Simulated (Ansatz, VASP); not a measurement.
# Cu in VASP and in Ansatz

```
CELL_PARAMETERS angstrom
2.56802 0.00000 0.00000
-1.28401 2.22397 0.00000
0.00000 0.00000 4.19352
ATOMIC_POSITIONS crystal
Cu 0.66667 0.33333 0.75000
Cu 0.33333 0.66667 0.25000
```

Alike in both runs: functional PBE; k mesh 18 × 18 × 10; occupations gaussian, width 0.1 eV; no spin polarisation.

Ansatz relaxed the structure, and its values are those at the end. VASP's run is a single point on that final structure, the one shown.

|  | VASP | Ansatz |
| --- | --- | --- |
| version | VASP 6.6.1 | Ansatz 0.2.0 |
| potentials or method | VASP PAW PBE potentials, release 64 (Cu) | scalar-relativistic, plane waves, PAW |
| plane-wave cutoff (eV) | 520 | 420 |
| valence electrons in the cell | 22 | 38 |

VASP gave:

- gap on the k mesh at the Fermi level (eV): none
- pressure (GPa): 0.5

Question: What did Ansatz give for the same quantities?

Answer: gap on the k mesh at the Fermi level (eV): none; pressure (GPa): 0.0.

A gap of «none» marks a metal or a gap that the smearing closes. The functional is the same, so the differences come from potentials, cutoffs and numerics. The two sets of potentials don't hold the same shells in valence.
